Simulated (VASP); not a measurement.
# BP, mode Grüneisen parameters at the zone centre: which settings are enough?

BP, F-43m (no. 216), 2 atoms in the cell. PBE, mode Grueneisen parameters; PAW potentials P, B (PBE set). VASP 6.6.1.

Wanted: mode Grüneisen parameters within 0.05.

Geometry: relaxed with this functional.

The series start from Volume step (share): 0.01; Plane-wave cutoff (eV): 420; k mesh: 8x8x8; SCF threshold (eV): 1e-7; Precision mode: Accurate. Each series keeps the choices made before it, and each single choice may use up half of a tolerance. Times cover all steps of a run.

## Volume step (share)

| Volume step (share) | Mode Grüneisen parameters, largest deviation | Time (s) |
|---|---|---|
| 0.01 | 0.000 | 38 |
| 0.003 | 0.000 | 40 |
| 0.03 | 0.000 | 40 |
| 0.06 | 0.001 | 39 |

Chosen: 0.01; no other choice that stays within half of the tolerance saves 30 % of the time.

## Plane-wave cutoff (eV)

| Plane-wave cutoff (eV) | Mode Grüneisen parameters, largest deviation | Time (s) |
|---|---|---|
| 320 | 0.001 | 35 |
| 370 | 0.003 | 40 |
| 420 | 0.004 | 38 |
| 480 | 0.003 | 46 |
| 580 (reference) | 0.000 | 89 |

Chosen: 320, the loosest value from which every tighter one stays within half of the tolerance.

## k mesh

| k mesh | Mode Grüneisen parameters, largest deviation | Time (s) |
|---|---|---|
| 4x4x4 | 0.013 | 16 |
| 6x6x6 | 0.002 | 23 |
| 8x8x8 | 0.002 | 35 |
| 10x10x10 | 0.000 | 54 |
| 12x12x12 (reference) | 0.000 | 77 |

Chosen: 4x4x4.

## SCF threshold (eV)

| SCF threshold (eV) | Mode Grüneisen parameters, largest deviation | Time (s) |
|---|---|---|
| 0.001 | 0.064 | 8.6 |
| 0.0001 | 0.002 | 11 |
| 1e-5 | 0.001 | 12 |
| 1e-7 (reference) | 0.000 | 16 |

Chosen: 0.0001.

## Precision mode

| Precision mode | Mode Grüneisen parameters, largest deviation | Time (s) |
|---|---|---|
| Accurate | 0.000 | 11 |
| Normal | 0.000 | 6.6 |
| Single | 0.000 | 7.7 |

Chosen: Accurate; Normal would be accurate enough too and is faster here.

## All choices together

| Input | Mode Grüneisen parameters, largest deviation | Time (s) |
|---|---|---|
| program defaults, KSPACING-like mesh of 0.5 per A (naive) | 0.019 | 7.5 |
| chosen settings | 0.012 | 11 |
| reference settings throughout | 0.000 | 198 |

The tolerance is met.

Values of the reference run: Mode Grüneisen parameters: 1.001, 1.001, 1.001.

## The input

INCAR:
```
SYSTEM = BP
PREC = Accurate
ENCUT = 320
EDIFF = 1E-4
ISMEAR = 0
SIGMA = 0.02
LREAL = .False.
LASPH = .True.
ALGO = Normal
NELM = 120
LWAVE = .False.
LCHARG = .False.
GGA = PE
KPAR = 2
IBRION = 6
NFREE = 2
POTIM = 0.015
NSW = 1
ISIF = 2
```

KPOINTS:
```
Automatic mesh
0
Gamma
  4 4 4
  0 0 0
```

POSCAR.step1:
```
BP
 1.0000000000000000
     0.0000000000000000    2.2654881489844492    2.2654881489844492
     2.2654881489844492    0.0000000000000000    2.2654881489844492
     2.2654881489844492    2.2654881489844492    0.0000000000000000
 P   B
   1   1
Direct
  0.7500000000000000  0.7500000000000000  0.7500000000000000
  0.0000000000000000  0.0000000000000000 -0.0000000000000000
```

POSCAR.step2:
```
BP
 1.0000000000000000
     0.0000000000000000    2.2730905151862544    2.2730905151862544
     2.2730905151862544    0.0000000000000000    2.2730905151862544
     2.2730905151862544    2.2730905151862544    0.0000000000000000
 P   B
   1   1
Direct
  0.7500000000000000  0.7500000000000000  0.7500000000000000
  0.0000000000000000  0.0000000000000000 -0.0000000000000000
```

POSCAR.step3:
```
BP
 1.0000000000000000
     0.0000000000000000    2.2806423663945368    2.2806423663945368
     2.2806423663945368    0.0000000000000000    2.2806423663945368
     2.2806423663945368    2.2806423663945368    0.0000000000000000
 P   B
   1   1
Direct
  0.7500000000000000  0.7500000000000000  0.7499999999999999
  0.0000000000000000  0.0000000000000000 -0.0000000000000000
```

Commands (each step's output is kept before the next begins):
```
cat potpaw_PBE.64/P/POTCAR potpaw_PBE.64/B/POTCAR > POTCAR
cp POSCAR.step1 POSCAR
mpirun -np 2 vasp_std > vasp.out
rm WAVECAR CHG
cp POSCAR.step2 POSCAR
mpirun -np 2 vasp_std > vasp.out
rm WAVECAR CHG
cp POSCAR.step3 POSCAR
mpirun -np 2 vasp_std > vasp.out
```

The naive input happens to agree within the tolerance here, in 7.5 s.

The chosen input took VASP 6.6.1 11 s on 2 cores (Intel Xeon Platinum 8259CL @ 2.50GHz (Skylake/Cascade Lake)), a shared host.
